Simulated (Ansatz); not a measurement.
Convergence notes, G0W0 on KBr (zincblende)

KBr (zincblende), relaxed with r2SCAN; one-shot G0W0 in Ansatz without spin-orbit coupling. The calculation is spin-unpolarised, and the structure need not be a phase that has been made.

```yaml
crystal:
  lattice:
    - [0.00000, 3.68830, 3.68830]
    - [3.68830, 0.00000, 3.68830]
    - [3.68830, 3.68830, 0.00000]
  atoms:
    - { symbol: K, position: [0.00000, 0.00000, 0.00000] }
    - { symbol: Br, position: [0.25000, 0.25000, 0.25000] }
```

Gaps are read over the mesh points alone. G0W0 values are finite-basis, finite-mesh values.
```csv
start,potentials,frequency model,mesh,empty bands,screening cutoff (eV),Kohn-Sham gap (eV),G0W0 gap (eV),rough cost
PBE,PAW,contour deformation,4×4×4,377,140,4.28,7.11,5 core-minutes
PBE,PAW,contour deformation,4×4×4,693,210,4.28,7.19,27 core-minutes
HSE06,PAW,contour deformation,4×4×4,377,140,5.39,7.65,9 core-minutes
LDA,PAW,contour deformation,4×4×4,377,140,3.98,6.96,5 core-minutes
r2SCAN,PAW,contour deformation,4×4×4,377,140,4.84,7.39,6 core-minutes
PBE,PAW,Godby-Needs pole,4×4×4,377,140,4.28,7.10,7 core-minutes
PBE,PAW,contour deformation,4×4×4,163,80,4.28,6.91,50 core-seconds
PBE,norm-conserving,contour deformation,4×4×4,377,140,4.28,7.05,8 core-minutes
```

G0W0 moves the gap on the mesh from 4.28 eV (PBE) to 7.19 eV (Γ–K (0.67 of the way from Γ) to Γ). Renormalisation factors Z lie between 0.80 and 0.88.

Raising bands and cutoff together moves the gap by +0.20 eV (80 to 140 eV), then +0.08 eV (140 to 210 eV); the last step is still large, so the basis limit isn't reached. Starting from HSE06 (5.39 eV against PBE's 4.28 eV) gives 7.65 eV, +0.54 eV from G0W0@PBE at the same screening cutoff. Starting from LDA (3.98 eV against PBE's 4.28 eV) gives 6.96 eV, -0.15 eV from G0W0@PBE at the same screening cutoff. Starting from r2SCAN (4.84 eV against PBE's 4.28 eV) gives 7.39 eV, +0.28 eV from G0W0@PBE at the same screening cutoff. The Godby-Needs plasmon pole differs from contour deformation by -0.01 eV. Norm-conserving potentials (wave cutoff 850 eV against 420 eV) shift the quasiparticle gap by -0.06 eV and the PBE gap by 0.00 eV. r2SCAN runs take a wave cutoff of 500 eV.
